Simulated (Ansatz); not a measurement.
Density of states of a Al2Cu cell (a crystal with Al and Cu atoms exchanged, relaxed), per eV and atom, broadened by Gaussian smearing of width 0.1 eV and averaged over bins of 0.2 eV, from 8 eV under the Fermi level at most up to where the solved bands end.

The calculation used DFT PBE, scalar-relativistic, plane waves, PAW (Ansatz 0.2.0).

Cutoff 420 eV; k points 6×6×5 on the computed 24-atom cell (Γ-centred); Gaussian smearing, width 0.10 eV; no spin polarisation.

```yaml
crystal:
  lattice:
    - [-4.02204, -3.96898, 6.18597]
    - [-4.02063, 3.97532, -6.18049]
    - [4.02838, -3.97547, -6.18607]
  atoms:
    - { symbol: Al, position: [0.24180, 0.35962, 0.11803] }
    - { symbol: Al, position: [0.74730, 0.38543, 0.11289] }
    - { symbol: Al, position: [0.21570, 0.87426, 0.11306] }
    - { symbol: Al, position: [0.75884, 0.87185, 0.11306] }
    - { symbol: Al, position: [0.27310, 0.38478, 0.63806] }
    - { symbol: Al, position: [0.74617, 0.37390, 0.62815] }
    - { symbol: Al, position: [0.25178, 0.88005, 0.63017] }
    - { symbol: Al, position: [0.76080, 0.87268, 0.65816] }
    - { symbol: Al, position: [0.25244, 0.12719, 0.37792] }
    - { symbol: Al, position: [0.76661, 0.15180, 0.38440] }
    - { symbol: Al, position: [0.24024, 0.62507, 0.38536] }
    - { symbol: Al, position: [0.75568, 0.61268, 0.37487] }
    - { symbol: Al, position: [0.25245, 0.12056, 0.86924] }
    - { symbol: Al, position: [0.74873, 0.12565, 0.87434] }
    - { symbol: Al, position: [0.23829, 0.61170, 0.85699] }
    - { symbol: Cu, position: [0.74780, 0.62309, 0.87587] }
    - { symbol: Cu, position: [0.49618, 0.24649, 0.24630] }
    - { symbol: Cu, position: [0.00116, 0.25237, 0.25091] }
    - { symbol: Al, position: [0.50365, 0.75739, 0.25306] }
    - { symbol: Cu, position: [0.00289, 0.75343, 0.25865] }
    - { symbol: Cu, position: [0.50116, 0.24791, 0.74793] }
    - { symbol: Cu, position: [0.99990, 0.24530, 0.74987] }
    - { symbol: Cu, position: [0.49495, 0.75207, 0.75077] }
    - { symbol: Cu, position: [0.99812, 0.74397, 0.74768] }
```

```
E − E_F (eV) total Cu 3d Al 3p Al 3s Cu 4s
       -7.95  0.204  0.004  0.088  0.077  0.034
       -7.75  0.194  0.005  0.085  0.071  0.031
       -7.55  0.208  0.007  0.092  0.074  0.033
       -7.35  0.232  0.009  0.103  0.082  0.036
       -7.15  0.251  0.013  0.111  0.086  0.038
       -6.95  0.250  0.014  0.108  0.090  0.036
       -6.75  0.205  0.013  0.085  0.076  0.027
       -6.55  0.196  0.016  0.081  0.074  0.024
       -6.35  0.216  0.019  0.092  0.082  0.021
       -6.15  0.244  0.023  0.111  0.089  0.017
       -5.95  0.296  0.039  0.132  0.107  0.014
       -5.75  0.326  0.059  0.134  0.115  0.014
       -5.55  0.431  0.103  0.166  0.138  0.021
       -5.35  0.446  0.145  0.144  0.134  0.020
       -5.15  0.539  0.249  0.135  0.134  0.016
       -4.95  0.678  0.379  0.150  0.127  0.019
       -4.75  0.669  0.417  0.147  0.080  0.021
       -4.55  0.884  0.633  0.173  0.053  0.022
       -4.35  2.045  1.709  0.266  0.040  0.024
       -4.15  2.761  2.433  0.248  0.038  0.035
       -3.95  3.175  2.911  0.180  0.038  0.039
       -3.75  2.982  2.744  0.145  0.045  0.038
       -3.55  1.212  0.980  0.134  0.056  0.035
       -3.35  0.606  0.376  0.139  0.056  0.029
       -3.15  0.536  0.316  0.139  0.053  0.021
       -2.95  0.560  0.339  0.147  0.050  0.017
       -2.75  0.853  0.577  0.195  0.055  0.018
       -2.55  0.950  0.652  0.211  0.058  0.020
       -2.35  0.498  0.242  0.182  0.048  0.018
       -2.15  0.494  0.163  0.243  0.057  0.020
       -1.95  0.485  0.119  0.273  0.063  0.019
       -1.75  0.426  0.082  0.262  0.054  0.015
       -1.55  0.444  0.075  0.288  0.054  0.014
       -1.35  0.456  0.067  0.301  0.056  0.016
       -1.15  0.396  0.051  0.268  0.048  0.013
       -0.95  0.411  0.047  0.285  0.049  0.012
       -0.75  0.370  0.038  0.257  0.046  0.011
       -0.55  0.343  0.031  0.243  0.040  0.010
       -0.35  0.324  0.027  0.228  0.040  0.009
       -0.15  0.342  0.026  0.238  0.045  0.009
        0.05  0.325  0.024  0.218  0.048  0.008
        0.25  0.286  0.020  0.189  0.047  0.007
        0.45  0.281  0.019  0.176  0.055  0.007
        0.65  0.301  0.019  0.182  0.064  0.009
        0.85  0.284  0.018  0.168  0.062  0.009
        1.05  0.259  0.016  0.143  0.064  0.009
        1.25  0.303  0.018  0.162  0.081  0.013
        1.45  0.296  0.017  0.149  0.079  0.019
        1.65  0.312  0.019  0.151  0.090  0.020
```

The columns after the total are the largest Löwdin projections on the valence shells of the potentials, so they needn't add up, and the weight of a shell that a potential lacks goes to other orbitals. The cell has no gap on the mesh.

Cost: 2 runs of about 23 core-minutes in all (earlier runs that led there not counted), on Arm Neoverse V1 (shared hosts).